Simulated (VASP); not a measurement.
Wanted: the native input for a VASP 6.6.1 run.

```yaml
Task: band structure
Functional: PBE
Dispersion: D3(BJ)
Potentials_or_basis: VASP PAW PBE potentials, release 64 (Cu, I)
Cutoff: 520 eV
k_mesh: 9 × 9 × 4
Occupations: gaussian, width 0.03 eV
Spin: no spin polarisation
Further_INCAR_settings: ALGO = Fast; EDIFF = 1e-06; NBANDS = 26
```

The structure of CuI lies in POSCAR:

```
CuI                                     
1.0
    4.0765627503      0.0000000000      0.0000000000
   -2.0382813751      3.5304068936      0.0000000000
    0.0000000000      0.0000000000      7.1116865904
  Cu              I             
     2     2
Direct
     0.6666666699999979    0.3333333300000021    0.5944160102354274
     0.3333333300000021    0.6666666699999979    0.4055839897645726
     0.3333333300000021    0.6666666699999979    0.7701427338253453
     0.6666666699999979    0.3333333300000021    0.2298572661746547
```

Measurements of this composition are mostly on another form, of space group No. 216.

These files were run (other wordings do the same):

INCAR

```
SYSTEM = CuI
ALGO = Fast
EDIFF = 1E-6
ENCUT = 520
GGA = PE
ICORELEVEL = 1
ISIF = 2
ISMEAR = 0
IVDW = 12
LASPH = .True.
LCHARG = .False.
LMAXMIX = 4
LREAL = .False.
LWAVE = .False.
NBANDS = 26
NELM = 80
PREC = Accurate
SIGMA = 0.03
```

KPOINTS

```
k-points
0
Gamma
  9 9 4
  0 0 0
```

KPOINTS_OPT

```
explicit points
141
Reciprocal
 0.0000000000  0.0000000000  0.0000000000 1
 0.0357142857  0.0000000000  0.0000000000 1
 0.0714285714  0.0000000000  0.0000000000 1
 0.1071428571  0.0000000000  0.0000000000 1
 0.1428571429  0.0000000000  0.0000000000 1
 0.1785714286  0.0000000000  0.0000000000 1
[... 133 lines left out ...]
 0.5000000000  0.0000000000  0.5000000000 1
 0.5000000000  0.0000000000  0.0000000000 1
```

Potentials or basis: VASP PAW PBE potentials, release 64 (Cu, I).

The run is started by

```console
$ cat potpaw_PBE.64/Cu/POTCAR potpaw_PBE.64/I/POTCAR > POTCAR
$ mpirun -np 1 vasp_std > vasp.out
```

Results of the run:

```yaml
Pressure: 0.1 GPa
Largest_force: 0.004 eV/Å
Band_gap_on_the_k_mesh: 1.62 eV, direct
Band_gap_along_the_path: 1.62 eV, direct
Dispersion_energy_per_atom: -0.377 eV
```

Caveat: spin-orbit coupling is left out, which moves the levels of the heavy elements.

Run time: 3.2 min on 1 thread of Intel(R) Xeon(R) 6975P-C (Granite Rapids) (shared host), peak memory 0.34 GiB.
